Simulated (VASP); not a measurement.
```
ZnTe
1.0
    0.00000     3.03240     3.03240
    3.03240     0.00000     3.03240
    3.03240     3.03240     0.00000
Zn Te
1 1
Direct
  0.00000   0.00000   0.00000
  0.25000   0.25000   0.25000
```

Computed with PBEsol GGA, VASP's PBE PAW potentials (set 64) (plane waves; VASP). Settings: 400 eV cut-off, Gaussian smearing of 0.050 eV, potentials Zn Te.

Unless said otherwise, spin-orbit coupling is left out, though it shifts the bands of the heavy elements here.

Problem. What does the run give for the band gap (along the path) with the smallest direct gap where there is one?

Solution. 
| Item | Value |
|---|---|
| band gap (along the path) | 1.24 eV |
| smallest direct gap (along the path) | 1.24 eV |

The compound is ZnTe in the zinc blende structure. It was relaxed first.
